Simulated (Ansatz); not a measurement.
# Te2Mo: how the settings move a single-point run

Aim: see which settings change the result for Te2Mo, by how much, and at what cost.

Computed with Ansatz 0.2.0 (reference: DFT, PBE, plane waves, PAW, unless a step's input says otherwise).

1 further run of the same task is left out (it didn't finish).

### Step 1. The system as given

It takes space group P-6m2 (No. 187, hexagonal). The conventional cell has a = 3.561 Å, b = 3.561 Å, c = 31.534 Å, α = 90.00°, β = 90.00°, γ = 120.00°. Mo (site symmetry -6m2) is surrounded by 6 Te at 2.73 Å. Around Te (site symmetry 3m) lie 3 Mo at 2.73 Å.

Coordinates:

```
CELL_PARAMETERS angstrom
3.56136 0.00000 0.00000
-1.78068 3.08423 0.00000
0.00000 0.00000 31.53418
ATOMIC_POSITIONS crystal
Mo 0.33333 0.66667 0.28540
Te 0.66667 0.33333 0.34214
Te 0.66667 0.33333 0.22867
```

### Step 2. Reference

input.yaml reads:

```yaml
crystal:
  lattice:
    - [3.5613614769, 0.0, 0.0]
    - [-1.7806807384, 3.084229511, 0.0]
    - [0.0, 0.0, 31.5341825584]
  atoms:
    - { symbol: Mo, position: [0.3333333333, 0.6666666667, 0.2854045759] }
    - { symbol: Te, position: [0.6666666667, 0.3333333333, 0.342137729] }
    - { symbol: Te, position: [0.6666666667, 0.3333333333, 0.2286714228] }
  periodic: [true, true, false]
kpoints:
  mp_grid: { grid: [6, 6, 1] }
hamiltonian:
  xc: pbe
scf:
  occupations: { method: fixed }
  n_extra_bands: 4
output:
  forces: true
  stress: true
  eigenvalues: true
```

Run with:

```bash
ansatz run input.yaml --threads 4 --pin off --max-ram 4608MiB --backend cpu --events-out ev --progress --plain --runs-dir out
```

### Step 3. Variant: exchange pbe, correlation pbe, coeff 0.15

input.yaml, as its differences from that of step 2:

```diff
@@ -13,3 +13,3 @@
 hamiltonian:
-  xc: pbe
+  xc: { exchange: pbe, correlation: pbe, exx: { coeff: 0.15 } }
 scf:
```

Before running it: what results should come out? Wanted: for each run, ending; energy change; gap; force.

The runs gave:

| run | ending | energy change | gap (eV) | force (eV/Å) | cycles | time |
| --- | --- | --- | --- | --- | --- | --- |
| reference | converged | - | 1.04 | 0.23 | 7 | 3.1 s |
| 1: exchange pbe, correlation pbe, coeff 0.15 | converged | not comparable | 1.68 | 0.08 | 17 | 2 min |

Residual by cycle in the longest SCF loop of each run; runs are numbered as in the table. The quantity is the density residual dr2, in eV.

| cycle | reference | run 1 |
| --- | --- | --- |
| 1 | 0.00618 | 0.0842 |
| 2 | 0.00182 | 0.455 |
| 3 | 0.00676 | 0.00668 |
| 4 | 8.8e-5 | 0.00104 |
| 5 | 4.1e-6 | 8.3e-5 |
| 6 | 4.3e-7 | 2.2e-4 |
| 7 | 3.7e-8 | 4.3e-7 |

After a change of functional the difference of the totals has no physical meaning; the gap on the mesh goes from 1.04 to 1.68 eV and the largest force goes from 0.23 to 0.08 eV/Å. Cost: 17 SCF cycles against 7, 2 min against 3.1 s. The gap of the reference lacks spin-orbit coupling, though the cell holds Te.
